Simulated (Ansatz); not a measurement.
# A computed series for RuO2: response to strain

Start from RuO2 in the rutile structure (space group P4_2/mnm, No. 136; a = 4.523 Å, c = 3.119 Å). Axes: x, y, z lie along a, b, c of the conventional cell.

Strains are applied to the cell and any free atomic positions relax; under biaxial strain the out-of-plane vector relaxes too; under stress the whole cell relaxes.

Calculations: PBE, PAW, 420 eV (Ansatz, a program for electronic structure; no spin-orbit coupling).

Notes on the quantities. pressure: mean of the normal stresses, compression positive.

| change | pressure | volume per atom |
|---|---|---|
| base | 0.0 GPa | 10.64 Å³ |
| biaxial strain −4.28 %, plane normal [001], relaxed out of plane | 13.7 GPa | 10.04 Å³ |
| biaxial strain −0.71 %, plane normal [001], relaxed out of plane | 1.9 GPa | 10.54 Å³ |
| biaxial strain +0.87 %, plane normal [001], relaxed out of plane | -2.2 GPa | 10.75 Å³ |
| biaxial strain +2.37 %, plane normal [001], relaxed out of plane | -5.5 GPa | 10.95 Å³ |
| isotropic strain −1.91 % | 17.3 GPa | 10.04 Å³ |
| isotropic strain −1.08 % | 9.2 GPa | 10.30 Å³ |
| isotropic strain +1.26 % | -8.9 GPa | 11.04 Å³ |
| uniaxial stress, 0.5 GPa compression along z | – | 10.63 Å³ |

Without a gap, meshes like the base's 10×10×15 leave anisotropic stresses uncertain by several tenths of a GPa, and small strain energies with them. Stability under load was not tested beyond the relaxation. No Hubbard U is applied, and correlation can decide whether such a compound is a metal. The final runs are not spin-polarised.
